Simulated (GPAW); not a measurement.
# InPd (Pm-3m) in GPAW: a series of runs

The runs below take InPd through single point, relaxation of cell and atoms, with PBE, PBE+D3(BJ), PBE+D4.

All numbers are computed with GPAW 26.7.0; they aren't measurements. Logs are shortened: lines on timing, memory, paths and dates and some standing lists are left out, and cuts for length are marked. The log counts tension as positive stress, the text compression.

### Step 1. The structure

Symmetry: Pm-3m, No. 221, cubic system. The conventional cell has a = 3.272 Å, b = 3.272 Å, c = 3.272 Å, α = 90.00°, β = 90.00°, γ = 90.00°. Around In (site symmetry m-3m) lie 8 Pd at 2.83 Å. Pd (site symmetry m-3m) is surrounded by 8 In at 2.83 Å.

The cell comes from a database or a generator and needn't be the stable form of this composition.

### Step 2. Single point, PBE

run.py

```python
from ase.dft.bandgap import bandgap
from ase.io import read, write
from ase.units import Bohr, GPa
from gpaw import GPAW, PW
from gpaw.elf import elf_from_dft_calculation

atoms = read('InPd.xyz')

calc = GPAW(mode=PW(600),
            xc='PBE',
            kpts={'size': (8, 8, 8), 'gamma': True},
            occupations={'name': 'methfessel-paxton', 'order': 0, 'width': 0.017},
            nbands=26,
            convergence={'density': 1e-05, 'energy': 1e-05},
            maxiter=150,
            txt='gpaw.txt')
atoms.calc = calc
energy = atoms.get_potential_energy()
forces = atoms.get_forces()
stress = atoms.get_stress()
calc.write('gs.gpw')
write('result.traj', atoms)
print(f'Energy: {energy:.6f} eV')
print('Forces (eV/A):')
print(forces.round(4))
print('Stress (GPa):', (stress / GPa).round(3))
print('Fermi level:', round(calc.get_fermi_level(), 4), 'eV')
print(f'Gap: {bandgap(calc)[0]:.4f} eV, direct: {bandgap(calc, direct=True)[0]:.4f} eV')

# fields on the real-space grid
write('density.cube', atoms, data=calc.get_pseudo_density() * Bohr**3)
write('potential.cube', atoms, data=calc.get_electrostatic_potential())
write('elf.cube', atoms, data=elf_from_dft_calculation(calc).data)
```

InPd.xyz

```xyz
2
Lattice="3.2718847800 0.0000000000 0.0000000000 0.0000000000 3.2718847800 0.0000000000 0.0000000000 0.0000000000 3.2718847800" Properties=species:S:1:pos:R:3 pbc="T T T"
In     0.0000000000      0.0000000000      0.0000000000
Pd     1.6359423900      1.6359423900      1.6359423900
```

Potentials or basis: GPAW PAW data sets (gpaw-data 1.2.1), pw.

On the command line:

```bash
$ OMP_NUM_THREADS=1 python run.py
```

gpaw.txt:

```text
__  _  _
 | _ |_)|_||  |
 |__||  | ||/\| - 26.7.0

Input parameters:
  mode=PW(ecut=600.0),
  convergence={'density': 1e-05, 'energy': 1e-05},
  kpts=MonkhorstPack(size=(8, 8, 8), gamma=True),
  maxiter=150,
  nbands=26,
  occupations=Occupations(name='methfessel-paxton', order=0, width=0.017),
  xc=XC(name='PBE')

Diagonalizing LCAO Hamiltonian
Converting LCAO to pw mode
   .-------.
  /|       |
 * |       |
 | |  Pd   |
 | .-------.
 |/       /
 In------*

Atoms  # Å, Bohr magnetons
|   | symbol |        x |        y |        z |    initial magnetic moments |
|---|--------|----------|----------|----------|-----------------------------|
| 0 |     In | 0.000000 | 0.000000 | 0.000000 | ( 0.0000,  0.0000,  0.0000) |
| 1 |     Pd | 1.635942 | 1.635942 | 1.635942 | ( 0.0000,  0.0000,  0.0000) |

Unit cell  # Å
| periodic |        x |        y |        z |  lengths |    angles |
|----------|----------|----------|----------|----------|-----------|
|      yes | 3.271885 | 0.000000 | 0.000000 | 3.271885 | 90.000000 |
|      yes | 0.000000 | 3.271885 | 0.000000 | 3.271885 | 90.000000 |
|      yes | 0.000000 | 0.000000 | 3.271885 | 3.271885 | 90.000000 |

Number of symmetries: 48
Symmetry operations  # r_c * U_cc + t_c -> r_c
|    | kind |            matrix            |
|----|------|------------------------------|
|  0 |  E   |  1, 0, 0,  0, 1, 0,  0, 0, 1 |
|  1 |  σ   |  1, 0, 0,  0, 1, 0,  0, 0,-1 |
|  2 |  σ   |  1, 0, 0,  0, 0, 1,  0, 1, 0 |
|  3 |  C4  |  1, 0, 0,  0, 0, 1,  0,-1, 0 |
|  4 |  C4  |  1, 0, 0,  0, 0,-1,  0, 1, 0 |
|  5 |  σ   |  1, 0, 0,  0, 0,-1,  0,-1, 0 |
|  6 |  σ   |  1, 0, 0,  0,-1, 0,  0, 0, 1 |
|  7 |  C2  |  1, 0, 0,  0,-1, 0,  0, 0,-1 |
|  8 |  σ   |  0, 1, 0,  1, 0, 0,  0, 0, 1 |
|  9 |  C2  |  0, 1, 0,  1, 0, 0,  0, 0,-1 |
| 10 |  C3  |  0, 1, 0,  0, 0, 1,  1, 0, 0 |
| 11 |  S6  |  0, 1, 0,  0, 0, 1, -1, 0, 0 |
| 12 |  S6  |  0, 1, 0,  0, 0,-1,  1, 0, 0 |
| 13 |  C3  |  0, 1, 0,  0, 0,-1, -1, 0, 0 |
| 14 |  C4  |  0, 1, 0, -1, 0, 0,  0, 0, 1 |
| 15 |  S4  |  0, 1, 0, -1, 0, 0,  0, 0,-1 |
| 16 |  C3  |  0, 0, 1,  1, 0, 0,  0, 1, 0 |
| 17 |  S6  |  0, 0, 1,  1, 0, 0,  0,-1, 0 |
| 18 |  σ   |  0, 0, 1,  0, 1, 0,  1, 0, 0 |
| 19 |  C4  |  0, 0, 1,  0, 1, 0, -1, 0, 0 |
| 20 |  C2  |  0, 0, 1,  0,-1, 0,  1, 0, 0 |
| 21 |  S4  |  0, 0, 1,  0,-1, 0, -1, 0, 0 |
| 22 |  S6  |  0, 0, 1, -1, 0, 0,  0, 1, 0 |
| 23 |  C3  |  0, 0, 1, -1, 0, 0,  0,-1, 0 |
| 24 |  S6  |  0, 0,-1,  1, 0, 0,  0, 1, 0 |
| 25 |  C3  |  0, 0,-1,  1, 0, 0,  0,-1, 0 |
| 26 |  C4  |  0, 0,-1,  0, 1, 0,  1, 0, 0 |
| 27 |  σ   |  0, 0,-1,  0, 1, 0, -1, 0, 0 |
| 28 |  S4  |  0, 0,-1,  0,-1, 0,  1, 0, 0 |
| 29 |  C2  |  0, 0,-1,  0,-1, 0, -1, 0, 0 |
| 30 |  C3  |  0, 0,-1, -1, 0, 0,  0, 1, 0 |
| 31 |  S6  |  0, 0,-1, -1, 0, 0,  0,-1, 0 |
| 32 |  C4  |  0,-1, 0,  1, 0, 0,  0, 0, 1 |
| 33 |  S4  |  0,-1, 0,  1, 0, 0,  0, 0,-1 |
| 34 |  S6  |  0,-1, 0,  0, 0, 1,  1, 0, 0 |
| 35 |  C3  |  0,-1, 0,  0, 0, 1, -1, 0, 0 |
| 36 |  C3  |  0,-1, 0,  0, 0,-1,  1, 0, 0 |
| 37 |  S6  |  0,-1, 0,  0, 0,-1, -1, 0, 0 |
| 38 |  σ   |  0,-1, 0, -1, 0, 0,  0, 0, 1 |
| 39 |  C2  |  0,-1, 0, -1, 0, 0,  0, 0,-1 |
| 40 |  σ   | -1, 0, 0,  0, 1, 0,  0, 0, 1 |
| 41 |  C2  | -1, 0, 0,  0, 1, 0,  0, 0,-1 |
| 42 |  C2  | -1, 0, 0,  0, 0, 1,  0, 1, 0 |
| 43 |  S4  | -1, 0, 0,  0, 0, 1,  0,-1, 0 |
| 44 |  S4  | -1, 0, 0,  0, 0,-1,  0, 1, 0 |
| 45 |  C2  | -1, 0, 0,  0, 0,-1,  0,-1, 0 |
| 46 |  C2  | -1, 0, 0,  0,-1, 0,  0, 0, 1 |
| 47 |  i   | -1, 0, 0,  0,-1, 0,  0, 0,-1 |

BZ-sampling:
  Number of BZ points: 512
  Number of IBZ points: 35

  Monkhorst-Pack size: [8, 8, 8]
  Monkhorst-Pack shift: [0.0625, 0.0625, 0.0625]

K-points  # in reciprocal-cell coordinates
|     |                                coordinates |     weight |
|-----|--------------------------------------------|------------|
|   0 | (  0.00000000,   0.00000000,   0.00000000) | 0.00195312 |
|   1 | (  0.12500000,   0.00000000,   0.00000000) | 0.01171875 |
|   2 | (  0.12500000,   0.12500000,   0.00000000) | 0.02343750 |
|   3 | (  0.12500000,   0.12500000,   0.12500000) | 0.01562500 |
|   4 | (  0.25000000,   0.00000000,   0.00000000) | 0.01171875 |
|   5 | (  0.25000000,   0.12500000,   0.00000000) | 0.04687500 |
|   6 | (  0.25000000,   0.12500000,   0.12500000) | 0.04687500 |
|   7 | (  0.25000000,   0.25000000,   0.00000000) | 0.02343750 |
|   8 | (  0.25000000,   0.25000000,   0.12500000) | 0.04687500 |
|   9 | (  0.25000000,   0.25000000,   0.25000000) | 0.01562500 |
| ... |                                            |            |
|  34 | (  0.50000000,   0.50000000,   0.50000000) | 0.00195312 |

Plane wave coefficients: 1189
Cutoff: 600.0 eV

Spin-components: 1 (collinear spins)
Bands:           26
Projectors:      12
Spin-degeneracy: 2
Datatype:        complex128

Parallelization:
  kpt:    1
  domain: 1
  band:   1

Density:
  Valence electrons: 29.0
  Components: 1
  Grid points: [20 20 20]
  Charge: 0.0  # |e|

Potential:
  Grid points: [20 20 20]

species:
  In:
    name:    Indium
    Z:       49.0
    valence: 13
    core:    36
    charge:  0.0  # [|e|]
    compensation charges:
      type: gauss
      rc: 0.36  # [Å]
      lmax: 2
    cutoffs:
      filter: 2.09  # [Å]
      core: 2.48  # [Å]
    projectors
    | kind |    occ | energy [eV] | rcut [Å] |
    |------|--------|-------------|----------|
    |   5s |  2.000 |      -8.203 |    1.185 |
    |   5p |  1.000 |      -2.521 |    1.244 |
    |   4d | 10.000 |     -18.629 |    1.148 |
    |    s |        |      19.008 |    1.185 |
    |    p |        |      24.691 |    1.244 |
    |    d |        |       8.583 |    1.148 |

    Using partial waves for In as LCAO basis

  Pd:
    name:    Palladium
    Z:       46.0
    valence: 16
    core:    30
    charge:  0.0  # [|e|]
    compensation charges:
      type: gauss
      rc: 0.38  # [Å]
      lmax: 2
    cutoffs:
      filter: 2.38  # [Å]
      core: 2.28  # [Å]
    projectors
    | kind |    occ | energy [eV] | rcut [Å] |
    |------|--------|-------------|----------|
    |   5s |  0.000 |      -3.315 |    1.228 |
    |   4p |  6.000 |     -51.209 |    1.360 |
    |   5p |  0.000 |      -0.314 |    1.360 |
    |   4d | 10.000 |      -4.047 |    1.228 |
    |    s |        |      23.896 |    1.228 |
    |    d |        |      23.165 |    1.228 |

    Using partial waves for Pd as LCAO basis

Reference energy: -297202.910378  # eV

eigensolver:
  PPCG
  Converge bands: occupied
  niter=2

density mixing:
  MSR1-Mixer
  Pratt-step length: 0.05
  Maximum mixing coefficient: 0.75
  Old densities: 10
  SVD Regularization: 0.005
  Good broyden scale: 1.0
  Trust region scale: 1.0
  Backstep threshold: 4.0
  History deletion threshold: 6.0
  Fourier metric: weight=20.0, sigma=0.015

occupation numbers:
  Methfessel-Paxton:
    width: 0.0170  # eV
    order: 0

poisson solver:
  ecut: 4800.0  # eV

xc functional:
  name: PBE with 2 nearest neighbor stencil

convergence criteria:
- Maximum integral of absolute [dens]ity change: 1e-05 electrons / valence electron
- Maximum [total energy] change in last 3 cyles: 1e-05 eV / valence electron
- Maximum integral of absolute [eigenst]ate change: 4e-08 eV^2 / valence electron
maximum number of iterations: 150

SCF iterations
|iter     | |      energy | eigst |  dens |
|---------|-|-------------|-------|-------|
|iter:   1| |   -9.255359 | +0.24 |       |
|iter:   2| |   -8.633854 | -1.99 | -1.05 |
|iter:   3| |   -7.674202 | -1.36 | -1.13 |
|iter:   4| |   -7.644651 | -2.83 | -1.66 |
|iter:   5| |   -7.632409 | -2.91 | -1.85 |
|iter:   6| |   -7.632078 | -4.20 | -2.58 |
|iter:   7| |   -7.632087 | -6.03 | -3.59 |
|iter:   8| |   -7.632089c| -6.58 | -4.04 |
|iter:   9| |   -7.632089c| -7.54c| -4.74 |
|iter:  10| |   -7.632088c| -8.11c| -5.18c|

Converged in 10 steps
Energy contributions relative to reference atoms: (reference = -297202.910378)

Energy contributions:
  Kinetic:          13.885796
  Coulomb:         -15.679749
  Zero:             -0.038433
  External:          0.000000
  Xc:               -5.799172
  Entropy:          -0.001061
  Spinorbit:         0.000000
  ----------------------------
  Free energy:      -7.632619
  Extrapolated:     -7.632088

dipole moment: (-10.964566, -10.964566, -10.964566)  # |e|*Ang

Fermi level: 9.832
Eigenvalues  # (at kpt = [0.000, 0.000, 0.000])
| band index |      eig [eV] | occ [0-2] |
|------------|---------------|-----------|
|          0 |       -40.342 |     2.000 |
|        ... |               |           |
|          6 |        -4.526 |     2.000 |
|          7 |        -4.526 |     2.000 |
|          8 |        -0.108 |     2.000 |
|          9 |         6.149 |     2.000 |
|         10 |         6.149 |     2.000 |
|         11 |         7.700 |     2.000 |
[... 8 lines left out ...]
|         20 |        26.186 |     0.000 |
|         21 |        26.186 |     0.000 |
|        ... |               |           |
|         25 |        31.365 |     0.000 |

No gap
No difference between direct/indirect transitions

Forces  # eV/Ang
|        x |        y |        z |
|----------|----------|----------|
| -0.00000 | -0.00000 | -0.00000 |  # In   0
| -0.00000 | -0.00000 | -0.00000 |  # Pd   1

Stress tensor  # eV/Ang^3
|         x |         y |         z |
|-----------|-----------|-----------|
| -0.020793 | -0.000000 |  0.000000 |
| -0.000000 | -0.020793 |  0.000000 |
|  0.000000 |  0.000000 | -0.020793 |

# Writing to gs.gpw (mode='')
```

Run time: 14 s. Hardware: 1 thread of Arm Neoverse V2, shared host; peak memory 0.16 GiB.

What came out:

| Quantity | Value |
| --- | --- |
| Free energy | -7.6326 eV |
| Pressure | 3.3 GPa |
| Band gap on the k mesh | none (metal or under the smearing width) |

### Step 3. Single point, PBE

run.py

```python
from ase import Atoms
from ase.dft.bandgap import bandgap
from ase.io import write
from ase.units import GPa
from gpaw import GPAW, PW

atoms = Atoms(['In', 'Pd'],
              cell=[[3.27188478, 0.0, 0.0],
                    [0.0, 3.27188478, 0.0],
                    [0.0, 0.0, 3.27188478]],
              scaled_positions=[[0.0, 0.0, 0.0],
                                [0.5, 0.5, 0.5]],
              pbc=True)

calc = GPAW(mode=PW(600),
            xc='PBE',
            kpts={'size': (8, 8, 8), 'gamma': True},
            occupations={'name': 'methfessel-paxton', 'order': 0, 'width': 0.024},
            nbands=26,
            convergence={'density': 1e-05, 'energy': 1e-05},
            maxiter=150,
            txt='gpaw.txt')
atoms.calc = calc
energy = atoms.get_potential_energy()
forces = atoms.get_forces()
stress = atoms.get_stress()
calc.write('gs.gpw')
write('result.traj', atoms)
print(f'Energy: {energy:.6f} eV')
print('Forces (eV/A):')
print(forces.round(4))
print('Stress (GPa):', (stress / GPa).round(3))
print('Fermi level:', round(calc.get_fermi_level(), 4), 'eV')
print(f'Gap: {bandgap(calc)[0]:.4f} eV, direct: {bandgap(calc, direct=True)[0]:.4f} eV')
```

Potentials or basis: GPAW PAW data sets (gpaw-data 1.2.1), pw.

On the command line:

```bash
$ OMP_NUM_THREADS=1 python run.py
```

Wall time 14 s (1 thread of Arm Neoverse V2, shared host); peak memory 0.16 GiB.

Results (log left out):

| Item | Value |
| --- | --- |
| Free energy | -7.6331 eV |
| Pressure | 3.3 GPa |
| Band gap on the k mesh | none (metal or under the smearing width) |

Levels at points of the mesh, in eV from the Fermi level:
```tsv
k point	band 12	band 13	band 14	band 15	band 16	band 17
(0.00, 0.00, 0.00)	-2.14	-2.14	-2.14	4.32	4.32	4.32
(0.50, 0.00, 0.00)	-3.13	-3.13	-2.21	-0.99	9.63	9.63
(0.50, 0.50, 0.00)	-2.54	-2.22	-2.22	-1.58	1.58	2.63
(0.50, 0.50, 0.50)	-1.53	-1.53	0.05	3.93	3.93	3.93
```

### Step 4. Single point, PBE

Edit run.py of step 3 so:

```diff
@@ -17,3 +17,3 @@
             kpts={'size': (8, 8, 8), 'gamma': True},
-            occupations={'name': 'methfessel-paxton', 'order': 0, 'width': 0.024},
+            occupations={'name': 'methfessel-paxton', 'order': 0, 'width': 0.026000000000000002},
             nbands=26,
```

On the command line:

```bash
$ OMP_NUM_THREADS=1 python run.py
```

Wall time 14 s (1 thread of Arm Neoverse V2, shared host); peak memory 0.16 GiB.

Results (log left out):

- Free energy: -7.6332 eV
- Pressure: 3.3 GPa
- Band gap on the k mesh: none (metal or under the smearing width)

Levels at points of the mesh, in eV from the Fermi level:
```csv
k point,band 10,band 11,band 12,band 13,band 14,band 15,band 16,band 17,band 18,band 19
"(0.00, 0.00, 0.00)",-3.69,-3.69,-2.14,-2.14,-2.14,4.32,4.32,4.32,9.58,10.68
"(0.50, 0.00, 0.00)",-5.89,-3.67,-3.13,-3.13,-2.21,-0.99,9.63,9.63,10.03,10.95
"(0.50, 0.50, 0.00)",-3.36,-2.54,-2.54,-2.22,-2.22,-1.58,1.58,2.63,9.57,11.55
"(0.50, 0.50, 0.50)",-4.74,-4.74,-1.54,-1.54,0.05,3.93,3.93,3.93,4.49,4.49
```

### Step 5. Relaxation of cell and atoms, PBE+D3(BJ)

run.py

```python
from ase.calculators.mixing import SumCalculator
from ase.filters import FrechetCellFilter
from ase.io import read, write
from ase.optimize import FIRE
from dftd3.ase import DFTD3
from gpaw import GPAW, PW

atoms = read('InPd.xyz')

calc = GPAW(mode=PW(600),
            xc='PBE',
            kpts={'size': (8, 8, 8), 'gamma': True},
            occupations={'name': 'fermi-dirac', 'width': 0.05},
            nbands=26,
            convergence={'density': 1e-05, 'forces': 0.0001},
            maxiter=150,
            txt='gpaw.txt')
atoms.calc = SumCalculator([calc, DFTD3(method='pbe', damping='d3bj')])
opt = FIRE(FrechetCellFilter(atoms), trajectory='relax.traj', logfile='-')
done = opt.run(fmax=0.02, steps=100)
calc.write('gs.gpw')
write('result.traj', atoms)
print('Converged:', done)
print('Cell:', atoms.cell.cellpar().round(4))
print('Volume:', round(atoms.get_volume(), 4))
print(atoms.get_scaled_positions().round(5))
```

InPd.xyz is that of step 2.

On the command line:

```bash
$ OMP_NUM_THREADS=1 python run.py
```

Wall time 47 s (1 thread of Arm Neoverse V2, shared host); peak memory 0.24 GiB.

The run converged. Its results:

```yaml
Free_energy: -8.7131 eV
Relaxed_volume: 17.25 Å³/atom
Relaxed_cell: a = 3.256 Å, b = 3.256 Å, c = 3.256 Å, α = 90.00°, β = 90.00°, γ = 90.00°
Space_group_after_relaxing_to_0.05_Å: Pm-3m (No. 221)
Energy_gained_by_relaxing: 1.4 meV/atom
Ionic_steps: 4
Pressure_after_relaxing: 0.1 GPa
Band_gap_on_the_k_mesh: none (metal or under the smearing width)
Dispersion_energy_per_atom: -0.543 eV
```

The path:
```
step  energy change (eV)  largest force (eV/Å)  pressure (GPa)  volume (Å³)
   1              0.0000                0.0000           -1.83        35.03
   2             -0.0010                0.0000           -1.46        34.92
   3             -0.0023                0.0000           -0.78        34.73
   4             -0.0028                0.0000            0.09        34.50
```

Final structure:
```xyz
2
Lattice="3.2555 0.0000 0.0000 0.0000 3.2555 0.0000 0.0000 0.0000 3.2555" Properties=species:S:1:pos:R:3 pbc="T T T"
In    0.0000    0.0000    0.0000
Pd    1.6278    1.6278    1.6278
```

Levels at points of the mesh, in eV from the Fermi level:
```tsv
k point	band 11	band 12	band 13	band 14	band 15	band 16	band 17	band 18	band 19	band 20
(0.00, 0.00, 0.00)	-3.79	-2.20	-2.20	-2.20	4.32	4.32	4.32	9.75	10.76	10.76
(0.50, 0.00, 0.00)	-3.79	-3.22	-3.22	-2.28	-1.04	9.74	9.74	10.06	11.03	11.03
(0.50, 0.50, 0.00)	-2.61	-2.61	-2.30	-2.30	-1.63	1.63	2.65	9.65	11.57	11.57
(0.50, 0.50, 0.50)	-4.87	-1.59	-1.59	0.09	3.92	3.92	3.92	4.53	4.53	4.53
```

Caveat: later steps reuse the first step's grids; pairwise dispersion overbinds metals, which lowers pressure and volume.

(Continued in part 2 of 2.)
